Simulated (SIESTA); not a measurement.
SiRu:

```
Ru Si
1.0
     4.70860    0.00000    0.00000
     0.00000    4.70860    0.00000
     0.00000    0.00000    4.70860
Ru Si
4 4
Direct
  0.12941 0.12941 0.12941
  0.37059 0.87059 0.62941
  0.62941 0.37059 0.87059
  0.87059 0.62941 0.37059
  0.83758 0.83758 0.83758
  0.66242 0.16242 0.33758
  0.33758 0.66242 0.16242
  0.16242 0.33758 0.66242
```

The cell comes from a database or a generator and needn't be the stable form of this composition.

Base run:

| Property | Result |
| --- | --- |
| Program | SIESTA 5.4.2 |
| Functional | LDA |
| Potentials or basis | PseudoDojo 0.4 standard (LDA files) |
| Basis | DZP (energy shift 0.003 Ry; two zetas on semicore shells) |
| Grid cutoff | 800 Ry |
| Energy shift | 0.003 Ry |
| k mesh | 6 × 6 × 6 |
| Occupations | fermi-dirac, width 0.05 eV |
| Spin | no spin polarisation |

Its results: band gap on the k mesh 0.25 eV, indirect (least direct gap 0.31 eV); pressure -3.9 GPa; largest force 0.073 eV/Å.

Task: The run is repeated on the same cell with these changes: functional from LDA to PBEsol; potentials or basis from PseudoDojo 0.4 standard (LDA files) to PseudoDojo 0.4 standard (PBEsol files). What comes out?

Result: Band gap on the k mesh 0.26 eV, indirect (least direct gap 0.32 eV); pressure 0.7 GPa; largest force 0.234 eV/Å.

Caveats: the basis of atomic orbitals isn't converged, which shifts pressures, moduli and gaps.

A k mesh can miss the band edges.
